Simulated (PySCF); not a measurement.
Isomers of C3H4N2 and their computed core-level spectra.

The calculation used delta-SCF UKS SCAN, pcX-2 on the ionised atom, pcseg-1 elsewhere, spin-free X2C in PySCF 2.14.0. Geometries: PBE0-D3(BJ)/def2-SVP; isolated species, one conformer each.

Line lists (1s up to Mg, 2p3/2 beyond; areas count atoms within a level, one atom standing for each set equivalent by bonding):
1. C 1s: 292.28 (area 1), 292.60 (area 1), 293.32 (area 1) eV; N 1s: 405.43 (area 1), 405.81 (area 1) eV
2. C 1s: 290.78 (area 1), 291.21 (area 1), 291.87 (area 1) eV; N 1s: 404.37 (area 1), 406.82 (area 1) eV
3. C 1s: 290.95 (area 1), 291.69 (area 1), 292.44 (area 1) eV; N 1s: 404.22 (area 1), 406.46 (area 1) eV
4. C 1s: 290.40 (area 1), 290.96 (area 1), 291.48 (area 1) eV; N 1s: 405.21 (area 1), 407.11 (area 1) eV
5. C 1s: 291.77 (area 1), 292.80 (area 1), 293.80 (area 1) eV; N 1s: 405.43 (area 1), 405.76 (area 1) eV

Structures:
A. `[H]/N=C(/C)C#N`
B. `c1[nH]cnc1`
C. `N#C/C=C\N`
D. `C/N=C/C#N`
E. `c1cn[nH]c1`

Problem. Which list belongs to which compound?

Solution. 
- 1 = D: another candidate has the same counts of sites, so positions decide. C 1s: 292.28 N-methyl carbon, 292.60 nitrile carbon, 293.32 imine carbon; N 1s: 405.43 nitrile nitrogen, 405.81 imine nitrogen.
- 2 = B: another candidate has the same counts of sites, so positions decide. C 1s: 290.78 aromatic CH next to a ring nitrogen, 291.21 aromatic CH next to a ring nitrogen, 291.87 aromatic CH next to a ring nitrogen; N 1s: 404.37 pyridine-type nitrogen, 406.82 pyrrole-type nitrogen.
- 3 = C: another candidate has the same counts of sites, so positions decide. C 1s: 290.95 alkene CH carbon, 291.69 nitrile carbon, 292.44 vinylic carbon bearing nitrogen; N 1s: 404.22 nitrile nitrogen, 406.46 enamine nitrogen.
- 4 = E: another candidate has the same counts of sites, so positions decide. C 1s: 290.40 aromatic CH carbon, 290.96 aromatic CH next to a ring nitrogen, 291.48 aromatic CH next to a ring nitrogen; N 1s: 405.21 pyridine-type nitrogen, 407.11 pyrrole-type nitrogen.
- 5 = A: another candidate has the same counts of sites, so positions decide. C 1s: 291.77 methyl carbon, 292.80 nitrile carbon, 293.80 imine carbon; N 1s: 405.43 imine nitrogen, 405.76 nitrile nitrogen.

3 of these hole states are spin-contaminated (⟨S²⟩ up to 0.94, against 0.75; counted from 0.85) and less certain.
